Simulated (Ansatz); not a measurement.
All numbers below come from DFT PBE, scalar-relativistic, plane waves, PAW (Ansatz). Settings: cutoff 420 eV, Γ-centred meshes spaced at most about 0.3 Å⁻¹, and about 0.25 Å⁻¹ or finer for metals (2π included), Gaussian smearing. No spin polarisation.

Temperature and zero-point effects are left out.

Two relaxed structures of Na2Cl3:

A.

```xyz
5
Lattice="4.6097 0.0000 0.0000 0.0000 4.6097 0.0000 0.0000 0.0000 8.5406" Properties=species:S:1:pos:R:3 pbc="T T T"
Na    0.0000    0.0000    5.9566
Na    0.0000    0.0000    2.5840
Cl    0.0000    0.0000    0.0000
Cl    0.0000    2.3048    4.2703
Cl    2.3048    0.0000    4.2703
```

B.

```xyz
10
Lattice="3.7361 2.1570 5.4146 -3.7361 2.1570 5.4146 0.0000 -4.3141 5.4146" Properties=species:S:1:pos:R:3 pbc="T T T"
Na    0.0000    0.0000   13.9919
Na    0.0000    0.0000   10.3736
Na    0.0000    0.0000    2.2517
Na    0.0000    0.0000    5.8701
Cl   -1.5066   -2.1570    6.7682
Cl    2.6214   -0.2263    6.7682
Cl   -1.1147    2.3833    6.7682
Cl    1.5066    2.1570    9.4755
Cl   -2.6214    0.2263    9.4755
Cl    1.1147   -2.3833    9.4755
```

Question: Which would you expect to be lower, and how large is the difference?

Answer: B is lower, by 69 meV/atom. A has space group P4/mmm (No. 123), 36.3 Å³/atom and no gap on its mesh; B has space group R-3c (No. 167), 26.2 Å³/atom and no gap. Counting Cl atoms around Na (those within 1.25 times the shortest such distance or 1.15 times the sum of covalent radii; a plus sign parts nearer from farther groups), A has Na 1+4 and B has Na 6. The denser one is the lower, and pressure would at first widen the difference. Both come from invented guesses. The lowest form computed isn't among them: it has space group P-3m1 (No. 164), 24.7 Å³/atom and lies 7 meV/atom below the best shown.

In P4/mmm an odd number of electrons in the primitive cell allows no gap without spin; a larger cell or a magnetic state could open one. A magnetic state wasn't ruled out in cells without spin, among them P4/mmm, R-3c. Cells relaxed within their symmetry can be saddle points. Some candidate types were left out of the draw beforehand, so a known form may be missing.
